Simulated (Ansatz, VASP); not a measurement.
Given: the input of a run of VASP 6.6.1 on HfB2.

The input INCAR:

```
SYSTEM = HfB2
  ALGO = Normal
  EDIFF = 1E-7
  ENCUT = 520
  GGA = PS
  ISIF = 2
  ISMEAR = -1
  LASPH = .TRUE.
  LCHARG = .FALSE.
  LREAL = .FALSE.
  LWAVE = .FALSE.
  NBANDS = 15
  NELM = 100
  PREC = Accurate
  SIGMA = 0.05
```

Contents of KPOINTS:

```
k-points
0
G
  10 10 8
  0 0 0
```

Contents of POSCAR:

```
HfB2
1.0
    3.2015842624      0.0000000000      0.0000000000
   -1.6007921312      2.7726533036      0.0000000000
    0.0000000000      0.0000000000      3.5482526220
Hf B
1 2
Direct
    0.0000000000      0.0000000000      0.0000000000
    0.6666666667      0.3333333333      0.5000000000
    0.3333333333      0.6666666667      0.5000000000
```

Potentials or basis: VASP PAW PBE potentials, release 64 (Hf_pv, B).

Run with:

```sh
$ cat potpaw_PBE.64/Hf_pv/POTCAR potpaw_PBE.64/B/POTCAR > POTCAR
$ mpirun -np 1 vasp_std > vasp.out
```

Set up the same calculation for Ansatz 0.2.0. Potentials there: Ansatz PAW.

As run (the cutoff follows the program's own potentials):

File input.yaml:

```yaml
crystal:
  lattice:
    - [3.2015842624, 0.0, 0.0]
    - [-1.6007921312, 2.7726533036, 0.0]
    - [0.0, 0.0, 3.548252622]
  atoms:
    - { symbol: Hf, position: [0.0, 0.0, 0.0] }
    - { symbol: B, position: [0.6666666667, 0.3333333333, 0.5] }
    - { symbol: B, position: [0.3333333333, 0.6666666667, 0.5] }
hamiltonian:
  xc: pbesol
  pseudopotentials: { kind: paw }
kpoints:
  mp_grid: { grid: [10, 10, 8] }
scf:
  occupations: { method: fermi_dirac, width: 0.05 }
output:
  forces: true
  stress: true
  eigenvalues: true
```

Potentials or basis: Ansatz PAW.

Run with:

```bash
$ ansatz run input.yaml --threads 1 --pin off --max-ram 3584MiB --backend cpu --events-out ev --progress --plain --runs-dir out
```

Both were run:

|  | VASP | Ansatz | Ansatz less VASP |
| --- | --- | --- | --- |
| gap on the k mesh at the Fermi level (eV) | none | none | - |
| pressure (GPa) | -17.3 | -17.1 | +0.28 |
| largest component of the traceless stress (GPa) | 0.68 | 0.62 | -0.059 |

A gap of «none» marks a metal or a gap that the smearing closes. The two sets of potentials don't hold the same shells in valence.

Caveats: the PAW data sets were made with another functional, which shifts forces and pressure a little (VASP); the PAW data sets come from PBE, with cores solved anew for the run's functional, which leaves a small shift of forces and pressure (Ansatz). Spin-orbit coupling is left out, which matters for the levels of Hf.
